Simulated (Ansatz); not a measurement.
How far is this Be2Se from the hull?

Level of theory: DFT PBE, scalar-relativistic, plane waves, PAW in Ansatz 0.2.0. Settings: cutoff 420 eV, Γ-centred meshes spaced at most about 0.3 Å⁻¹, and about 0.25 Å⁻¹ or finer for metals (2π included), Gaussian smearing. No spin polarisation.

The zero of energy is the elements' standard structures at the same level; no fitted shifts are applied.

All energies are static (0 K, no zero-point motion). The reference form of Se is held partly by dispersion forces, which this level lacks.

The competitors are the elements and 1 reference phase of this chemical system (from databases or known types: BeSe), relaxed at the same level; other known phases may be missing.

The candidate was reached from: ZnPd2 type (P4/mmm).

```
Be Se
1.0
     3.24544    0.00000    0.00000
     0.00000    3.24544    0.00000
     0.00000    0.00000    7.40017
Be Se
4 2
Direct
  0.00000 0.00000 0.85213
  0.00000 0.00000 0.14787
  0.00000 0.00000 0.50000
  0.50000 0.50000 0.00000
  0.50000 0.50000 0.29425
  0.50000 0.50000 0.70575
```

Question: Is it stable, and against what?

Answer: Not stable. Its formation energy is 0.391 eV/atom. The lowest competing mixture at this composition is this:

| phase | space group | source | share of atoms | ΔE_f (eV/atom) |
| --- | --- | --- | --- | --- |
| Be | - | element | 0.3333 | 0.000 |
| BeSe | F-43m (No. 216) | COD | 0.6667 | -0.797 |

The mixture lies at -0.531 eV/atom, and the candidate lies 0.92 eV/atom above it. The candidate matches no cell in the subsets of the Crystallography Open Database and the Materials Project at hand. A phase this far over the hull is unlikely to be made.
